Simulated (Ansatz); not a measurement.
Computed with DFT PBE, scalar-relativistic, plane waves, PAW in Ansatz 0.2.0. Settings: cutoff 420 eV, Γ-centred meshes spaced at most about 0.3 Å⁻¹, and about 0.25 Å⁻¹ or finer for metals (2π included), Gaussian smearing. No spin polarisation in the final relaxations.

All energies are static (0 K, no zero-point motion). All come from trial cells, and lower structures may exist.

**Question.** Which of these relaxed structures of As is the lowest in energy?
A.

Space group Imma (No. 74). a = 2.846 Å, b = 3.571 Å, c = 11.795 Å, α = 90.00°, β = 90.00°, γ = 90.00°
```json
{"atom": "As", "site": "4e", "symmetry": "mm2", "x": "0.5000", "y": "0.2500", "z": "0.9273"}
```

B.

Space group P-3m1 (No. 164). a = 3.608 Å, b = 3.608 Å, c = 12.029 Å, α = 90.00°, β = 90.00°, γ = 120.00°
| atom | site | symmetry | x | y | z |
| --- | --- | --- | --- | --- | --- |
| As | 2c | 3m. | 0.0000 | 0.0000 | 0.7997 |
| As | 2d | 3m. | 0.3333 | 0.6667 | 0.6841 |

**Answer.** B. It has space group P-3m1 (No. 164); the next, A, with space group Imma (No. 74), lies 125 meV/atom higher. Counting all near atoms (those within 1.25 times the shortest such distance or 1.15 times the sum of covalent radii; a plus sign parts nearer from farther groups), the lowest has As 3 and the next has As 2+2.

No dispersion correction is applied, so the spacing and binding between layers, chains or molecules are poorly described (P-3m1, Imma), and this can change margins and order among such cells. Cells relaxed within their symmetry can be saddle points. The part of the Crystallography Open Database at hand lists As in space groups No. 64, 166; no cell shown has one of them. Some structure types and database cells were kept out of the candidates from the start, so a known form may be missing.
